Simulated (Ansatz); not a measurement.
# GaCuSe2: the cost of one run

Computed with Ansatz 0.2.0 through its Python package. Level of theory: DFT PBE, plane waves, PAW.

**1. The structure**

It takes space group I-42d (No. 122, tetragonal). The conventional cell has a = 5.619 Å, b = 5.619 Å, c = 11.026 Å, α = 90.00°, β = 90.00°, γ = 90.00°. Ga (site symmetry -4) has 4 Se at 2.42 Å in its first shell of neighbours. Cu (site symmetry -4) is surrounded by 4 Se at 2.42 Å. Se (site symmetry 2) has 2 Ga at 2.42 Å and 2 Cu at 2.42 Å in its first shell of neighbours.

No structure file is read: the coordinates are typed or built in the script.

**2. The script**

Input file gacuse2_vcrelax.py:

```python
"""Cell relaxation of GaCuSe2."""

import ansatz as az
from ase import Atoms
from ase.io import write
import numpy as np
from pymatgen.core import Structure
from scipy.ndimage import map_coordinates

def edges_and_angles(cell):
    cell = np.asarray(cell)
    a, b, c = np.linalg.norm(cell, axis=1)
    cosines = cell[1] @ cell[2] / (b * c), cell[0] @ cell[2] / (a * c), cell[0] @ cell[1] / (a * b)
    return (a, b, c, *np.degrees(np.arccos(cosines)))


def main() -> None:
    atoms = Atoms(
        ["Ga", "Ga", "Cu", "Cu", "Se", "Se", "Se", "Se"],
        scaled_positions=[
            [0.5, 0.5, 0.0],
            [0.25, 0.75, 0.5],
            [0.0, 0.0, 0.0],
            [0.75, 0.25, 0.5],
            [0.375, 0.37562, 0.50062],
            [0.62438, 0.125, 0.99938],
            [0.875, 0.87438, 0.49938],
            [0.12562, 0.625, 0.00062],
        ],
        cell=[
            [-2.80955, 2.80955, 5.513],
            [2.80955, -2.80955, 5.513],
            [2.80955, 2.80955, -5.513],
        ],
        pbc=True,
    )
    xtal = az.Crystal.from_ase(atoms)

    # a pressure is positive in compression
    model = (
        xtal.calculation()
        .functional(az.Functional.PBE)
        .pseudopotentials("paw")
        .basis(21 * az.Ha)
        .kpoints(mesh=(6, 6, 6))
        .occupations(az.OccupationsMethod.FIXED)
        .relax(force_tolerance=0.03, max_steps=40, pressure=5)
        .density()
        .band_table()
    )
    steps = []


    def collect(event):
        if event["event"] == "relax_step":
            steps.append(event["data"])


    out = model.session().plan().execute(on_event=collect)
    report = out.report
    print("step   energy (eV)     max comp. (eV/A)   P (GPa)  SCF")
    for s in steps:
        print(f"{s['step']:4d} {s['lagrangian_ev']:15.5f} {s['allowed_force_max_ev_ang']:12.4f} {s['pressure_gpa']:10.3f} {s['n_scf']:5d}")

    first, last = steps[0], steps[-1]
    symbols = [site.symbol for site in out.lattice.sites]
    print(f"energy gained {first['lagrangian_ev'] - last['lagrangian_ev']:.4f} eV in {len(steps) - 1} steps")
    for label, vectors in (("before", first["cell_ang"]), ("after", out.lattice.cell_ang)):
        print(label, "a b c (A) {:.4f} {:.4f} {:.4f}  angles {:.2f} {:.2f} {:.2f}".format(*edges_and_angles(vectors)), f" V = {abs(np.linalg.det(vectors)):.3f} A^3")
    print("final stress xx yy zz (GPa, compression positive):", np.round(np.diag(report["stress_gpa"]), 3) + 0.0)

    print("atom   start x y z (A)              end x y z (A)")
    for symbol, a, b in zip(symbols, first["positions_ang"], last["positions_ang"]):
        print(f"{symbol:3s}", " ".join(f"{v:8.4f}" for v in a), "  ", " ".join(f"{v:8.4f}" for v in b))

    relaxed = Atoms(symbols, positions=[site.position_ang for site in out.lattice.sites], cell=out.lattice.cell_ang, pbc=True)
    write("relaxed.extxyz", relaxed, format="extxyz")

    change = np.array(last["positions_ang"]) @ np.linalg.inv(last["cell_ang"]) - np.array(first["positions_ang"]) @ np.linalg.inv(first["cell_ang"])
    moved = np.linalg.norm(change @ np.array(last["cell_ang"]), axis=1)
    print("displacement within the cell, strain taken out (A):", " ".join(f"{s}:{d:.3f}" for s, d in zip(symbols, moved)))

    print("%-22s %14.5f eV" % ("F = E - TS", report["free_energy_ev"]))
    print("%-22s %14.5f eV" % ("E", report["internal_energy_ev"]))
    print("%-22s %14.5f eV" % ("Harris-Foulkes", report["harris_foulkes_ev"]))
    print("%-22s %14.5f eV" % ("Fermi level", report["fermi_energy_ev"]))

    final = Structure(out.lattice.cell_ang, [s.symbol for s in out.lattice.sites], [s.position_frac for s in out.lattice.sites])
    # smooth valence density along the shortest bond of atom 0
    rho = out.density()
    total = sum(channel.density_e_per_ang3 for channel in rho.channels[:2])
    grid_cell = np.asarray(rho.fft_grid_basis) @ out.lattice.cell_ang
    partner = min(final.get_neighbors(final[0], 5.0), key=lambda n: n.nn_distance)
    line = np.linspace(final[0].coords, partner.coords, 9)
    points = (line @ np.linalg.inv(grid_cell)) * rho.dims
    values = map_coordinates(total, points.T, order=3, mode="grid-wrap")
    print(f"from {final[0].specie} to {partner.specie}, {partner.nn_distance:.3f} A")
    for t, value in zip(np.linspace(0, partner.nn_distance, 9), values):
        print(f"{t:7.3f} A  {value:9.4f} e/A^3")

    print("band  energy (eV)  occupation (first spin channel), at k =", report["kpoints_frac"][0])
    for band, (e, occ) in enumerate(zip(report["eigenvalues_ev"][0], report["occupations"][0]), start=1):
        print(f"{band:4d} {e:12.4f} {occ:9.4f}")


if __name__ == "__main__":
    main()
```

**3. The input behind the calls**

The engine receives this input:

```yaml
crystal:
  lattice:
    - [-2.80955, 2.80955, 5.513]
    - [2.80955, -2.80955, 5.513]
    - [2.80955, 2.80955, -5.513]
  atoms:
    - { symbol: Ga, position: [0.5, 0.5, 0.0] }
    - { symbol: Ga, position: [0.25, 0.75, 0.5] }
    - { symbol: Cu, position: [0.0, 0.0, 0.0] }
    - { symbol: Cu, position: [0.7500000000000001, 0.24999999999999997, 0.5] }
    - { symbol: Se, position: [0.375, 0.37562, 0.50062] }
    - { symbol: Se, position: [0.62438, 0.12499999999999999, 0.9993800000000002] }
    - { symbol: Se, position: [0.8750000000000001, 0.8743800000000002, 0.49938000000000005] }
    - { symbol: Se, position: [0.12562000000000006, 0.625, 0.0006200000000000125] }
basis:
  ecutwfc: 571.4391111657479
kpoints:
  mp_grid:
    grid: [6, 6, 6]
hamiltonian:
  xc: pbe
  pseudopotentials:
    kind: paw
scf:
  occupations:
    method: fixed
relax:
  f_tol: 0.03
  max_steps: 40
  cell:
    p_target: 5.0
output:
  write_density: true
  eigenvalues: true
```

**4. Running it**

Run with:

```
python gacuse2_vcrelax.py
```

Q: Estimate wall time and peak memory on 1 thread of AMD EPYC 9R45 (Zen 5), shared host.

About 1.7 min, with a peak of 1 GiB.
